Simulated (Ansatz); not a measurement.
Runs of Ansatz 0.2.0 on Co. The structure is trigonal, space group P-3m1 (No. 164). The conventional cell has a = 2.487 Å, b = 2.487 Å, c = 4.063 Å, α = 90.00°, β = 90.00°, γ = 120.00°. Co (site symmetry 3m) has 12 Co at 2.42 to 2.55 Å as nearest neighbours.

```csv
task,level,cell,k mesh,cutoff (eV),atoms under strain,points for each segment of the path,gap on the mesh (eV),pressure (GPa),moment (μB),relaxed volume (Å³/atom),largest force (eV/Å)
relaxation of cell and atoms,revPBE,relaxed,12 × 12 × 7,420,-,-,none,0.0,3.31,11.10,-
elastic constants,LDA,as given,9 × 9 × 5,420,clamped,-,none,-18.6,3.06,-,(b)
relaxation of cell and atoms,BLYP+D4,relaxed,12 × 12 × 7,420,-,-,none,0.0,3.16,10.71,-
relaxation of cell and atoms,LDA,relaxed,12 × 12 × 7,420,-,-,none,0.0,2.98,10.00,-
relaxation of cell and atoms,BLYP,relaxed,12 × 12 × 7,420,-,-,none,0.0,3.27,11.37,-
band structure,PBEsol,as given,12 × 12 × 7,420,-,14,none,-9.3,3.26,-,0.44
band structure,r2SCAN,as given,12 × 12 × 7,500,-,14,none,(c),3.59,-,0.19
band structure,BLYP,as given,12 × 12 × 7,420,-,14,none,9.8,3.21,-,0.52
relaxation of cell and atoms,RPBE+D3(BJ),relaxed,12 × 12 × 7,420,-,-,none,0.0,3.01,9.72,-
relaxation of cell and atoms,BLYP+D3(BJ),relaxed,12 × 12 × 7,420,-,-,none,0.0,3.12,10.58,-
relaxation of cell and atoms,RPBE,relaxed,12 × 12 × 7,420,-,-,none,0.0,(a),11.19,-
band structure,revPBE,as given,12 × 12 × 7,420,-,14,none,5.0,3.29,-,0.51
```

Alike in all rows: potentials or basis Ansatz PAW; spin collinear, ferromagnetic start; smearing fermi-dirac 0.05 eV.

**Question.** Fill in the values left out.

**Answer.** (a) 3.32; (b) 0.40; (c) -3.5.

Caveats: the PAW data sets come from PBE, with cores solved anew for the run's functional, which leaves a small shift of forces and pressure; the plane-wave basis is chosen anew once the cell has moved, so the energies of steps on either side of that aren't comparable (some runs); pairwise dispersion overbinds metals, which lowers pressure and volume (some runs); the cell is more than 3 GPa from zero pressure, which shifts response properties (some runs); elastic constants of metals need much finer meshes, so these are rough (some runs); so large a pressure means that the cell lies far from this level's equilibrium, or that cutoff or potentials fall short (some runs); the magnetic or orbital state may not be the lowest (some runs).

A gap of «none» marks a metal or a gap under the smearing width.

Runs at the PBE level aren't shown here.
